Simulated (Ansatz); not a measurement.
Input of an Ansatz 0.2.0 run:

The input input.yaml:

```yaml
crystal:
  lattice:
    - [0.0, 2.5575, 2.5575]
    - [2.5575, 0.0, 2.5575]
    - [2.5575, 2.5575, 0.0]
  atoms:
    - { symbol: Hf, position: [0.0, 0.0, 0.0] }
    - { symbol: O, position: [0.75, 0.75, 0.75] }
    - { symbol: O, position: [0.25, 0.25, 0.25] }
hamiltonian:
  xc: pbe
  pseudopotentials: { kind: paw }
kpoints:
  mp_grid: { grid: [5, 5, 5] }
scf:
  occupations: { method: fermi_dirac, width: 0.05 }
output:
  forces: true
  stress: true
  eigenvalues: true
```

Potentials or basis: Ansatz PAW.

Command:

```console
$ ansatz run input.yaml --threads 2 --pin off --max-ram 5120MiB --backend cpu --events-out ev --progress --plain --runs-dir out
```

(1) What does it give for the band gap on the k mesh?

(2) Estimate the pressure.

Results:

(1) 4.02 eV, indirect (least direct gap 4.33 eV).

(2) -2.5 GPa.

Caveat: the k mesh is coarse (spacing up to 0.43 Å⁻¹), so the values aren't converged; odd divisions of the mesh miss points on the zone boundary, where band edges often lie, so the gap on the mesh can be too wide; the pressure holds a Pulay correction of +0.9 GPa for the finite cutoff; spin-orbit coupling is left out, which moves the levels of the heavy elements.
